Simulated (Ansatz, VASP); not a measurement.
# One calculation of CdTe, two programs

```xyz
2
Lattice="0.0000 3.1888 3.1888 3.1888 0.0000 3.1888 3.1888 3.1888 0.0000" Properties=species:S:1:pos:R:3 pbc="T T T"
Cd    0.0000    0.0000    0.0000
Te    1.5944    1.5944    1.5944
```

Alike in both runs: task single point; functional r2SCAN; k mesh 10 × 10 × 10; occupations gaussian, width 0.05 eV; no spin polarisation.

|  | VASP | Ansatz |
| --- | --- | --- |
| version | VASP 6.6.1 | Ansatz 0.2.0 |
| potentials or method | VASP PAW PBE potentials, release 64 (Cd, Te) | scalar-relativistic, plane waves, PAW |
| plane-wave cutoff (eV) | 520 | 500 |
| valence electrons in the cell | 18 | 36 |

```csv
,VASP,Ansatz,Ansatz less VASP
gap on the k mesh at the Fermi level (eV),1.43,1.44,+0.004
least direct gap on the mesh (eV),1.43,1.44,+0.004
pressure (GPa),4.2,4.1,-0.14
```

The two sets of potentials don't hold the same shells in valence.

Caveats: the PAW data sets were made with another functional, which shifts forces and pressure a little (VASP); spin-orbit coupling is left out, which moves the levels of the heavy elements. r2SCAN opens gaps a little over a GGA but as a rule still falls short of measured ones.
